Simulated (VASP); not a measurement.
# VASP 6.6.1 run: BaTe

INCAR

```
GGA = PE
NBANDS = 15
ISMEAR = -1
ISIF = 2
EDIFF = 1E-7
IBRION = -1
LWAVE = .FALSE.
ICHARG = 11
LCHARG = .FALSE.
NSW = 0
LREAL = .FALSE.
LASPH = .TRUE.
PREC = Accurate
SIGMA = 0.02
NELM = 91
ENCUT = 520
```

KPOINTS

```
KPOINTS created by Atomic Simulation Environment
0
Gamma
6 6 6
0 0 0
```

POSCAR

```
Ba Te
 1.0000000000000000
     0.0000000000000000    3.6825132749999998    3.4927136154000000
     3.6825132749999998    0.0000000000000000    3.4927136154000000
     3.6825132749999998    3.6825132749999998    0.0000000000000000
 Ba  Te
   1   1
Cartesian
  0.0000000000000000  0.0000000000000000  0.0000000000000000
  3.6825132749999998  3.6825132749999998  3.4927136153999991
```

The recommended PBE PAW datasets give the neutral cell 16 valence electrons.

Command

```
mpirun -np 1 vasp_std
```

Problem. How does this run end, and what does it give?

Solution. VASP stopped before the first electronic step.

Standard output (part)

```
POSCAR found type information on POSCAR BaTe
 POSCAR found :  2 types and       2 ions
 LDA part: xc-table for (Slater+PW92), standard interpolation
 WARNING: stress and forces are not correct
 POSCAR, INCAR and KPOINTS ok, starting setup
 WAVECAR not read
 WARNING: CHGCAR is incomplete
|     EEEEEEE  RRRRRR   RRRRRR   OOOOOOO  RRRRRR      ###     ###     ###     |
|     E        R     R  R     R  O     O  R     R     ###     ###     ###     |
|     E        R     R  R     R  O     O  R     R     ###     ###     ###     |
|     EEEEE    RRRRRR   RRRRRR   O     O  RRRRRR       #       #       #      |
|     E        R    R   R    R   O     O  R    R      ###     ###     ###     |
|     EEEEEEE  R     R  R     R  OOOOOOO  R     R     ###     ###     ###     |
|     ERROR: charge density could not be read from file CHGCAR for            |
|     ICHARG>10                                                               |
|       ---->  I REFUSE TO CONTINUE WITH THIS SICK JOB ... BYE!!! <----       |
```

The fault: density file missing or never updated.
